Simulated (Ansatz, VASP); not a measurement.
## Two plane-wave programs on Fe

```
Fe
1.0
    -1.40239    1.40239    1.40239
     1.40239   -1.40239    1.40239
     1.40239    1.40239   -1.40239
Fe
1
Direct
  0.00000 0.00000 0.00000
```

Alike in both runs: functional PBE; dispersion D3(BJ); k mesh 20 × 20 × 20; occupations gaussian, width 0.1 eV; collinear spin.

Ansatz relaxed the structure, and its values are those at the end. VASP's run is a single point on that final structure, the one shown.

|  | VASP | Ansatz |
| --- | --- | --- |
| version | VASP 6.6.1 | Ansatz 0.2.0 |
| potentials or method | VASP PAW PBE potentials, release 64 (Fe) | scalar-relativistic, plane waves, PAW |
| plane-wave cutoff (eV) | 520 | 420 |
| valence electrons in the cell | 8 | 16 |

|  | VASP | Ansatz | Ansatz less VASP |
| --- | --- | --- | --- |
| gap on the k mesh at the Fermi level (eV) | none | none | - |
| pressure (GPa) | -0.5 | 0.0 | +0.45 |
| net moment per atom (μB) | 2.12 | 2.11 | -0.018 |
| size of the moment on the site where the two differ most (μB) | 2.12 | 2.15 | +0.031 |

Site moments also hang on the region over which each program counts them. A gap of «none» marks a metal or a gap that the smearing closes. The two sets of potentials don't hold the same shells in valence.

Caveats: pairwise dispersion overbinds metals, which lowers pressure and volume.
